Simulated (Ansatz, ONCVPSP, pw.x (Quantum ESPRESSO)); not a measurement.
## From atom to crystal: ONCV potential for silver

```
Element                 : silver
Generator               : ONCVPSP 4.0.1.1 (patched build)
Type                    : optimised norm-conserving Vanderbilt (ONCV)
Functional              : PBE
Relativity              : scalar-relativistic
Frozen core             : [Kr]
Valence charge          : 11
Reference configuration : 4d10 5s1
Partial waves           : 5s: rc 2.75 bohr, ncon 3, nbas 6, qcut 2.2 1/bohr, 2 projectors, debl 3.1 Ha; p scattering state at 0.24 Ha: rc 2.40 bohr, ncon 4, nbas 8, qcut 3.2 1/bohr, 1 projector; 4d: rc 1.55 bohr, ncon 5, nbas 10, qcut 11.9 1/bohr, 2 projectors, debl 0.3 Ha
Local potential         : polynomial inside 1.20 bohr (lpopt 5, dvloc0 6 Ha)
Core correction         : none
```

Atomic tests: cutoffs needed: 34 Ha and 41 Ha (the cutoffs (Ha) at which the residual kinetic energy of the hardest occupied pseudo-wave falls to 1 and 0.1 mHa per electron); ghost test: no bound ghost flagged; GHOST(+) flagged for p at 15.3 eV, s at 25.5 eV; configuration tests: 1 of 4 tests not solved or not reliable.

Crystal test: bcc Ag in pw.x 7.5, no spin, 14³ k-points, Fermi–Dirac smearing 0.01 Ry, cutoffs 95/380 Ry. The reference is all-electron LAPW (Ansatz 0.2.0) with the same functional, mesh and smearing; V0 and B0 come from Birch–Murnaghan fits to the pressures at five volumes. Errors are pseudo minus all-electron; Δ is the rms difference of the E(V) curves that follow from these fits, minima aligned, over ±6 % about the mean V0. Mesh and smearing are coarse, so the numbers serve the comparison and aren't converged zero-temperature values; the lattice is a test structure that the element need not adopt.

```csv
V (Å³/atom),P all-electron (GPa),P pseudo (GPa)
17.054,5.55,1.35
17.503,2.69,-1.19
17.952,0.27,-3.31
18.401,-1.78,-5.10
18.850,-3.51,-6.59
```

All-electron: a0 = 3.302 Å (V0 = 18.01 Å³/atom), B0 = 87.5 GPa.

Pseudopotential: mean pressure error (GPa): -3.61; a0 (Å): 3.258; a0 error (%): -1.36; B0 error (%): +11.3; Δ (meV/atom): 14.6. This is a poor potential for the solid. The generator flags a localised state at positive energy (p at 15 eV, s at 25 eV). Atomic configuration tests: 1 of 4 tests not solved or not reliable.

Question: At the middle volume, how do free energy and pressure move when the wave cutoff is lowered (ecutrho kept at four times it)?

Answer:

```json
{"cutoff (Ry)": "43", "shift of F (meV/atom)": "+7096.9", "shift of P (GPa)": "-216.81"}
{"cutoff (Ry)": "57", "shift of F (meV/atom)": "+1206.7", "shift of P (GPa)": "-54.96"}
{"cutoff (Ry)": "76", "shift of F (meV/atom)": "+70.7", "shift of P (GPa)": "-5.13"}
```

Input at the middle volume:

```
&control
  calculation='scf', prefix='x', pseudo_dir='./', outdir='./tmp', tstress=.true., disk_io='none'
/
&system
  ibrav=0, nat=1, ntyp=1, ecutwfc=95, ecutrho=380, nbnd=13,
  occupations='smearing', smearing='fd', degauss=0.01
/
&electrons
  conv_thr=1e-09, mixing_beta=0.4, electron_maxstep=70
/
ATOMIC_SPECIES
Ag 1.0 Ag.UPF
CELL_PARAMETERS angstrom
  -1.64949479 1.64949479 1.64949479
  1.64949479 -1.64949479 1.64949479
  1.64949479 1.64949479 -1.64949479
ATOMIC_POSITIONS crystal
Ag 0.0000 0.0000 0.0000
K_POINTS automatic
14 14 14 0 0 0
```

```bash
pw.x < Ag.scf.in > Ag.scf.out
```

Lines of the output:

```
Message from routine setup:
     using ibrav=0 with symmetry is DISCOURAGED, use correct ibrav instead
     lattice parameter (alat)  =       5.3990  a.u.
     unit-cell volume          =     121.1461 (a.u.)^3
     number of electrons       =        11.00
     number of Kohn-Sham states=           13
     kinetic-energy cutoff     =      95.0000  Ry
     charge density cutoff     =     380.0000  Ry
     scf convergence threshold =      1.0E-09
     Exchange-correlation= PBE
     number of k points=   104  Fermi-Dirac smearing, width (Ry)=  0.0100
     iteration #  1     ecut=    95.00 Ry     beta= 0.40
     total energy              =     -74.48167456 Ry
     estimated scf accuracy    <       0.07426050 Ry
     iteration #  2     ecut=    95.00 Ry     beta= 0.40
     total energy              =     -74.49685052 Ry
     estimated scf accuracy    <       0.00085452 Ry
     iteration #  3     ecut=    95.00 Ry     beta= 0.40
     c_bands:  1 eigenvalues not converged
     c_bands:  2 eigenvalues not converged
     total energy              =     -74.49703880 Ry
     estimated scf accuracy    <       0.00034158 Ry
     iteration #  4     ecut=    95.00 Ry     beta= 0.40
     total energy              =     -74.49704494 Ry
     estimated scf accuracy    <       0.00003727 Ry
     iteration #  5     ecut=    95.00 Ry     beta= 0.40
     total energy              =     -74.49704850 Ry
     estimated scf accuracy    <       0.00000116 Ry
     iteration #  6     ecut=    95.00 Ry     beta= 0.40
     total energy              =     -74.49704911 Ry
     estimated scf accuracy    <       0.00000062 Ry
     iteration #  7     ecut=    95.00 Ry     beta= 0.40
     total energy              =     -74.49704920 Ry
     estimated scf accuracy    <       0.00000001 Ry
     iteration #  8     ecut=    95.00 Ry     beta= 0.40
     total energy              =     -74.49704921 Ry
     estimated scf accuracy    <          2.3E-09 Ry
     iteration #  9     ecut=    95.00 Ry     beta= 0.40
     total energy              =     -74.49704921 Ry
     estimated scf accuracy    <          1.3E-09 Ry
     iteration # 10     ecut=    95.00 Ry     beta= 0.40
     the Fermi energy is    12.0750 ev
!    total energy              =     -74.49704921 Ry
     estimated scf accuracy    <          1.1E-10 Ry
     smearing contrib. (-TS)   =      -0.00169527 Ry
     The total energy is F=E-TS. E is the sum of the following terms:
     one-electron contribution =      -5.93816617 Ry
     hartree contribution      =      13.75131395 Ry
     xc contribution           =     -11.67422946 Ry
     ewald contribution        =     -70.63427227 Ry
     convergence has been achieved in  10 iterations
          total   stress  (Ry/bohr**3)                   (kbar)     P=      -33.12
     Message from routine punch:
     Nothing written, as per user request (disk_io='none')
```

The run at the middle volume (104 k-points, 10 iterations) took about 79 s on one core of a shared host (Neoverse-N1, 64 threads, 124 GiB, load 56).
